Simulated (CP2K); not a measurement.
Runs of CP2K 2026.2 on BaTiO3. The typed cell holds 5 atoms: a = 4.000 Å, b = 4.000 Å, c = 4.018 Å, α = 90.00°, β = 90.00°, γ = 90.00°. 

| level | potentials or basis | spin | smearing | EPS_DEFAULT | k points reduced by the point group | NGRIDS | points a segment of the path (NPOINTS) | bands added on the path | pressure (GPa) | largest force (eV/Å) |
| --- | --- | --- | --- | --- | --- | --- | --- | --- | --- | --- |
| LDA | GTH_POTENTIALS Ba GTH-PADE-q10, Ti GTH-PADE-q12, O GTH-PADE-q6; TZVP-MOLOPT-PBE-GTH basis | off | fermi-dirac 0.05 eV | 1.0E-10 | yes | 5 | 6 | 2 | (b) | (a) |
| r2SCAN | POTENTIAL_UZH Ba GTH-SCAN-q10, Ti GTH-SCAN-q12, O GTH-SCAN-q6; TZVP-MOLOPT-SCAN-GTH basis | off | fermi-dirac 0.0259 eV | 1.0E-9 | yes | 4 | 10 | 6 | 2.4 | - |
| PBEsol | POTENTIAL_UZH Ba GTH-PBE-q10, Ti GTH-PBE-q12, O GTH-PBE-q6; TZVP-MOLOPT-PBE-GTH basis | off | fermi-dirac 0.1 eV | 1.0E-9 | yes | 5 | 6 | 4 | (c) | 1.29 |
| PBE | POTENTIAL_UZH Ba GTH-PBE-q10, Ti GTH-PBE-q12, O GTH-PBE-q6; TZVP-MOLOPT-PBE-GTH basis | off | fermi-dirac 0.1 eV | 1.0E-9 | yes | 4 | 10 | 4 | 4.7 | 1.30 |
| PBE | GTH_SOC_POTENTIALS Ba GTH-PBE-q10, Ti GTH-PBE-q12, O GTH-PBE-q6; TZVP-MOLOPT-PBE-GTH basis | SOC, no magnetisation | fermi-dirac 0.05 eV | 1.0E-9 | - | 4 | 6 | 6 | 4.4 | 1.31 |

Alike in all rows: task band structure; cell all atoms moved at random, sigma 0.05 Å a component; k mesh 7 × 7 × 7.

Problem. Estimate the missing entries.

Solution. (a) 1.38; (b) -6.7; (c) -0.9.

Caveats: the basis of atomic orbitals isn't converged, which shifts pressures, moduli and gaps; forces of over 1 eV/Å show positions far from the minimum, so gaps and moduli don't describe the material at rest (some runs); the forces don't sum to zero, a sign of grid noise (some runs); the potentials were made for another functional, which shifts forces and pressure (some runs).
